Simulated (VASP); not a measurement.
VASP input:

File POSCAR:
```
LiI
4.2168850
  0.0000000000   0.7071067862   0.7071067862
  0.7071067862   0.0000000000   0.7071067862
  0.7071067862   0.7071067862   0.0000000000
Li I
1 1
Cart
  0.0000000000   0.0000000000   0.0000000000
  0.7071067862   0.7071067862   0.7071067862
```

KPOINTS:
```
kpoints
0
G
  13 13 13
0 0 0
```

INCAR:
```
! general
SYSTEM   =  LiI
PREC     =  Accurate
ENCUT    =  400
LREAL    =  F
LASPH    =  T

! electronic loop
EDIFF    =  1E-6
NELM     =  100
ALGO     =  Normal
LMAXMIX  =  4

! smearing
ISMEAR   =  -1
SIGMA    =  0.05

! functional
GGA      =  PE

! ions
ISIF     =  2

! output
LWAVE    =  F
LCHARG   =  F
```

POTCAR, in this order: Li_sv I (PBE.64 set). Program: vasp_std.

Q: Translate this PBE calculation to Ansatz.

A: One equivalent input (not run):
Ansatz 0.2 input:
```yaml
crystal:
  lattice:
    - [0.0000000, 2.9817880, 2.9817880]
    - [2.9817880, 0.0000000, 2.9817880]
    - [2.9817880, 2.9817880, 0.0000000]
  atoms:
    - { symbol: Li, position: [0.0000000, 0.0000000, 0.0000000] }
    - { symbol: I, position: [0.5000000, 0.5000000, 0.5000000] }
kpoints:
  mp_grid: { grid: [13, 13, 13] }
hamiltonian:
  xc: pbe
  pseudopotentials: { kind: paw }
scf:
  occupations: { method: fermi_dirac, width: 0.05 }
  max_iter: 100
output: { forces: true, stress: true, eigenvalues: true }
```
Limits of the translation: each code has its own PAW files, so the cut-off isn't converted (ENCUT is set for VASP's; basis.ecutwfc is left out, and Ansatz then takes the one that its files recommend); Ansatz stops its SCF on the density residual and VASP on the energy change (EDIFF).

The structure comes from a computed database's LiI entry; how it stands against other phases isn't given here. The cell was not relaxed at this level. The run is one of a series of settings (KPOINTS 13×13×13 Γ-centred mesh against the base run), some of them coarse on purpose.
